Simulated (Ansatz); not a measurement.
## Li3N under a change: pressure 7.5 GPa

Take Li3N (space group P6/mmm, No. 191; a = 3.607 Å, c = 3.845 Å) as the base.

Modification: a hydrostatic pressure of 7.5 GPa.

Computed with DFT with PBEsol, PAW potentials and a 420 eV plane-wave cutoff in Ansatz (a first-principles code), scalar-relativistic without spin-orbit coupling. k-mesh 11×11×9 (Γ-centred); smearing 0.05 eV (Fermi–Dirac).

| quantity | base | changed | shift |
|---|---|---|---|
| density | 1.34 g/cm³ | 1.49 g/cm³ | +0.157 g/cm³ |
| lattice parameter a | 3.607 Å | 3.477 Å | -0.130 Å |
| c/a ratio | 1.066 | 1.065 | -0.001 |
| shortest interatomic distance | 1.922 Å | 1.851 Å | -0.0715 Å |
| enthalpy H = E + PV relative to the base's energy | – | +0.48 eV/atom | – |
| band gap | 1.09 eV | 1.06 eV | -0.03 eV |
| gap character | indirect, A → Γ | indirect, A → L | – |
| smallest direct gap | 1.29 eV | 1.64 eV | +0.341 eV |
| width of the top valence band | 1.08 eV | 1.18 eV | +0.109 eV |

Load acts through the strain it causes; cell and atoms are relaxed under it. Whether these cells are dynamically stable was not tested. Competing high-pressure phases were not computed.
